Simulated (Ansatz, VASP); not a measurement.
**One calculation of Pd, two programs**

INCAR

```
PREC     = Accurate       # precision mode
ENCUT    = 520            # plane-wave cutoff, eV
EDIFF    = 1E-6           # SCF threshold, eV
ISMEAR   = -1             # smearing method
SIGMA    = 0.05           # smearing width, eV
LREAL    = False          # projectors in reciprocal space
LASPH    = True           # aspherical terms in the spheres
NELM     = 60             # most SCF steps
ALGO     = Normal         # electronic algorithm
ISIF     = 2              # what is computed and relaxed
LWAVE    = False          # write WAVECAR
LCHARG   = False          # write CHGCAR
GGA      = CA             # functional
NBANDS   = 11             # bands
```

KPOINTS

```
Automatic mesh
0
Gamma
  12 12 12
```

File POSCAR:

```
Pd
1.0
   -1.5722810000      1.5722810000      1.5722810000
    1.5722810000     -1.5722810000      1.5722810000
    1.5722810000      1.5722810000     -1.5722810000
Pd
1
Direct
    0.0000000000      0.0000000000      0.0000000000
```

Contents of input.yaml:

```yaml
crystal:
  lattice:
    - [-1.572281, 1.572281, 1.572281]
    - [1.572281, -1.572281, 1.572281]
    - [1.572281, 1.572281, -1.572281]
  atoms:
    - { symbol: Pd, position: [0.0, 0.0, 0.0] }
kpoints:
  mp_grid: { grid: [12, 12, 12] }
  band_path:
    path:
      - [0.0, 0.0, 0.0]
      - [0.5, -0.5, 0.5]
      - [0.0, 0.0, 0.5]
      - [0.0, 0.0, 0.0]
      - [0.25, 0.25, 0.25]
      - [0.5, -0.5, 0.5]
    npoints: 12
scf:
  occupations: { method: fermi_dirac, width: 0.05 }
hamiltonian:
  xc: lda
  pseudopotentials: { kind: all_electron, lapw: { basis_error: 0.001 } }
output:
  forces: true
  stress: true
  eigenvalues: true
```

Alike in both runs: functional LDA; k mesh 12 × 12 × 12; occupations fermi-dirac, width 0.05 eV; no spin polarisation.

|  | VASP | Ansatz |
| --- | --- | --- |
| version | VASP 6.6.1 | Ansatz 0.2.0 |
| potentials or method | VASP PAW LDA potentials, release 64 (Pd) | all-electron LAPW, scalar-relativistic |
| plane-wave cutoff (eV) | 520 | see its input |
| task | single point | band structure |

|  | VASP | Ansatz | Ansatz less VASP |
| --- | --- | --- | --- |
| gap on the k mesh at the Fermi level (eV) | none | none | - |
| pressure (GPa) | -15.1 | -15.3 | -0.23 |

A gap of «none» marks a metal or a gap that the smearing closes. Ansatz ran all-electron here, so the differences hold the error of VASP's frozen core and of both bases.

Caveats: so large a pressure means that the cell lies far from this level's equilibrium, or that cutoff or potentials fall short (VASP).
